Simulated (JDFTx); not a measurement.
A run of JDFTx 1.7.0 (patched build) is set up as follows.

NiO.in

```
lattice \
    0.0000000000     2.0859016414     2.0859016414 \
    2.0859016414     0.0000000000     2.0859016414 \
    2.0859016414     2.0859016414     0.0000000000
latt-scale 1.889726124626 1.889726124626 1.889726124626
coords-type Lattice
ion Ni     0.0000000000     0.0000000000     0.0000000000 1
ion O      0.5000000000     0.5000000000     0.5000000000 1

ion-species pseudo/Ni.upf
ion-species pseudo/O.upf
elec-cutoff 49 392
elec-ex-corr gga-PBE
van-der-waals D3
kpoint-folding 9 9 9
elec-smearing Fermi 0.0018374661
elec-n-bands 19
spintype z-spin
initial-magnetic-moments Ni 1
elec-initial-magnetization 1 no
electronic-SCF nIterations 100 energyDiffThreshold 1e-09
electronic-minimize nIterations 30 energyDiffThreshold 1e-7
forces-output-coords Cartesian
lattice-minimize nIterations 40 energyDiffThreshold 1e-6

dump-name run.$VAR
dump End Ecomponents EigStats BandEigs Kpoints Forces Stress
```

Potentials or basis: PseudoDojo-SR-PBE-0.5-standard.

The run is started by

```bash
$ jdftx -c 1 -i NiO.in -o NiO.out
```

Task: Predict the absolute moment.

Result: 1.88 μB per cell.

Task: Estimate the net moment.

Result: 1.86 μB per cell.

The path:
| step | energy change (eV) | largest force (eV/Å) | pressure (GPa) | volume (Å³) |
| --- | --- | --- | --- | --- |
| 1 | 0.0000 | 0.0000 | 3.12 | 18.15 |
| 2 | -0.0005 | 0.0000 | 2.78 | 18.18 |
| 3 | -0.0027 | 0.0000 | 0.19 | 18.41 |
| 4 | -0.0027 | 0.0000 | 0.02 | 18.43 |
| 5 | -0.0027 | 0.0000 | 0.00 | 18.43 |

Caveat: a cell with one magnetic atom can't hold antiferromagnetic order, which such compounds often take; pairwise dispersion overbinds metals, which lowers pressure and volume. Zero-point motion and thermal expansion aren't in these numbers.
